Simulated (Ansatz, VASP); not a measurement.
# Cross-check of Hf7SiO16 (random alloy of the tetragonal HfO2 with Si on Hf sites line, x = 0.125) between VASP and Ansatz, part 2 of 2

Aim: how closely do two programs agree when they are given the same cell, functional and k mesh? Of the first pair: The structure shown is the start of the Ansatz relaxation below; VASP solves that cell, so the two are compared at the walk's first step.

VASP 6.6.1 and Ansatz 0.2.0.

So far. Step 3 (VASP: single point, PBEsol, start cell, pair 1): The run ends at a pressure of -7.93 GPa, with forces up to 3.3 eV/Å.

## (6) VASP: single point, PBEsol, relaxed cell, pair 2

Level of this step: PBEsol; plane waves and PAW (Hf_pv, O, Si) (VASP).

The same cell, functional and mesh now go to VASP, with its own data sets.

The input, INCAR:

```
SYSTEM = Hf7SiO16
PREC = Accurate
ENCUT = 600
EDIFF = 1E-06
NELM = 120
ISMEAR = 0
SIGMA = 0.01
LREAL = Auto
ALGO = Normal
GGA = PS
NBANDS = 408
LASPH = .TRUE.
LORBIT = 11
LWAVE = .FALSE.
LCHARG = .FALSE.
ISIF = 2
GGA_COMPAT = .FALSE.
EFERMI = MIDGAP
NCORE = 2
```

The input, POSCAR:

```
Hf7SiO16
1.0
   10.0476750000      0.0236720000     -0.0537380000
    0.0236720000     10.0457940000     -0.2670240000
   -0.0553570000     -0.2750700000     10.4367710000
Hf O Si
28 64 4
Direct
    0.2261400000      0.3524000000      0.1426100000
    0.2456800000      0.1095100000      0.3623300000
    0.9703600000      0.1397400000      0.0972900000
    0.9901300000      0.3704500000      0.3936600000
    0.2370100000      0.3903600000      0.6220500000
    0.2746300000      0.1352000000      0.8664200000
    0.0218400000      0.1279900000      0.6149000000
    0.0041300000      0.3778900000      0.8903400000
    0.2370200000      0.8686100000      0.1100300000
    0.2427300000      0.6225900000      0.3402900000
    0.0158000000      0.8617600000      0.3774800000
    0.2300800000      0.8607400000      0.6394800000
    0.2746300000      0.6100200000      0.8768600000
    0.0012700000      0.8707300000      0.8799800000
    0.7340900000      0.3802300000      0.1457900000
    0.7593700000      0.1207400000      0.3713600000
    0.4946600000      0.1342900000      0.1368700000
    0.5009800000      0.3691800000      0.3976000000
    0.7454800000      0.3776000000      0.6238500000
    0.5099600000      0.1283600000      0.6228000000
    0.7319900000      0.8740700000      0.1325700000
    0.7565700000      0.6352300000      0.3613400000
    0.4981400000      0.6179700000      0.1246700000
    0.5035000000      0.8763600000      0.3806200000
    0.7350300000      0.8459300000      0.6367700000
    0.7424300000      0.6239300000      0.8816600000
    0.4729900000      0.6376900000      0.6098800000
    0.5033300000      0.8823800000      0.8787600000
    0.0855500000      0.9825500000      0.0354700000
    0.1395500000      0.9571300000      0.2738200000
[... 60 atom lines left out ...]
    0.6285300000      0.7620700000      0.9788400000
    0.6069300000      0.7251900000      0.7354300000
    0.9854500000      0.6211100000      0.0989100000
    0.9800300000      0.6229000000      0.6292600000
    0.7915100000      0.0985000000      0.7935400000
    0.5280800000      0.3659900000      0.8922800000
```

The input, KPOINTS:

```
Automatic mesh
0
Gamma
1 1 1
0 0 0
```

PAW data sets: Hf_pv, O and Si (PBE family, release 64).

Command:

```bash
> mpirun -np 8 vasp_gam
```

Log:

```text
[banner, memory and clock lines left out]
running    8 mpi-ranks, on    1 nodes
[...]
[... a notice as in an earlier step ...]

 LDA part: xc-table for (Slater+PW92), standard interpolation
 POSCAR, INCAR and KPOINTS ok, starting setup
[...]
entering main loop
       N       E                     dE             d eps       ncg     rms          rms(c)
DAV:   1     0.752048363854E+04    0.75205E+04   -0.47494E+05   816   0.198E+03
DAV:   2    -0.383597030587E+03   -0.79041E+04   -0.75788E+04  1056   0.529E+02
DAV:   3    -0.111512162947E+04   -0.73152E+03   -0.72630E+03   944   0.141E+02
DAV:   4    -0.113223287622E+04   -0.17111E+02   -0.17055E+02   952   0.230E+01
[...]
DAV:  15    -0.982109017309E+03   -0.29222E-05   -0.27945E-05   952   0.111E-02    0.430E-02
DAV:  16    -0.982109014863E+03    0.24461E-05   -0.82626E-06   936   0.644E-03    0.189E-02
DAV:  17    -0.982109015561E+03   -0.69829E-06   -0.27203E-06   648   0.351E-03
   1 F= -.98210902E+03 E0= -.98210902E+03  d E =0.000000E+00
```

From OUTCAR (step 6):

```text
  FREE ENERGIE OF THE ION-ELECTRON SYSTEM (eV)
  ---------------------------------------------------
  free  energy   TOTEN  =      -982.1090155615 eV

  energy  without entropy=     -982.1090155615  energy(sigma->0) =     -982.10901556
```

The run ends at a pressure of -2.86 GPa, with forces up to 0.22 eV/Å.

## (7) Comparison

What differs besides the data sets and the points named for the pairs above, as far as they apply: the data sets hold 1128 valence electrons in Ansatz (on its default PAW (the set named soft_2) files) and 680 in VASP; the cutoff is 420 eV in Ansatz and 600 eV in VASP (PREC = Accurate, projectors in real space). Total energies have different zeros and are not compared.

The two programs side by side:

| quantity | Ansatz | VASP | difference |
| --- | --- | --- | --- |
| pressure (GPa) | 0.00 | -2.86 | +2.86 |
| gap on the k mesh (eV) | 4.333 | 4.307 | +0.026 |

Forces on 7 of the 96 atoms, those with the largest forces and the largest differences (eV/Å; atoms numbered as in POSCAR):

| atom | Ansatz x, y, z | VASP x, y, z |
| --- | --- | --- |
| O42 | -0.006, -0.002, 0.002 | -0.109, -0.153, -0.064 |
| O53 | 0.009, -0.006, 0.000 | 0.104, -0.183, -0.063 |
| O55 | -0.001, -0.001, 0.000 | -0.106, 0.167, 0.044 |
| O60 | 0.000, -0.002, -0.008 | 0.106, 0.155, 0.040 |
| O75 | 0.000, 0.001, -0.003 | 0.082, -0.039, 0.193 |
| O76 | -0.007, -0.004, -0.003 | -0.111, 0.095, -0.131 |
| O88 | -0.002, 0.002, -0.002 | -0.150, -0.108, 0.045 |

The forces differ by 53 meV/Å r.m.s., where the r.m.s. force is 0.008 eV/Å in Ansatz and 0.053 eV/Å in VASP: the atoms lie near their places of rest in Ansatz, so a percentage would say little (all taken over all components). A gap on the mesh is an upper bound, since the band edges may lie between its points; neither run holds spin-orbit coupling, which can move the band edges of a compound of Hf.

## (8) What came out

| Property | Result |
| --- | --- |
| r.m.s. force difference (single point, PBEsol, start cell, pair 1) | 5.2 % of the r.m.s. force |
| r.m.s. force difference (single point, PBEsol, relaxed cell, pair 2) | 53 meV/Å |
| difference in pressure (single point, PBEsol, relaxed cell, pair 2) | 2.9 GPa |

**Reading.** The r.m.s. force difference is 53 meV/Å (single point, PBEsol, relaxed cell, pair 2), beyond the 12 meV/Å picked in this series as the mark of a large difference. The data sets hold unlike numbers of valence electrons (1128 in Ansatz and 680 in VASP), so part of the differences may come from the potentials. What causes the difference of the single point, PBEsol, start cell, pair 1 pair stays open here. By the marks of this series, far apart in the single point, PBEsol, relaxed cell, pair 2 pair: the r.m.s. force difference, 53 meV/Å and the difference in pressure, 2.9 GPa. What causes the difference of the single point, PBEsol, relaxed cell, pair 2 pair stays open here. How closely two codes agree says nothing of how well the functional describes the real material.

[Lines on the potential files, build, host, timing and source positions are cut from VASP's logs without a mark.]

[Logs are printed without paths, hosts, clocks, repeated set-up lines and the standing remarks that a program may print on its own settings, such as how far it seeks lower states.]

[Hosts, paths, dates, database ids (printed as entryN), source tags and the programs' standing remarks are cut or masked in the printed files.]
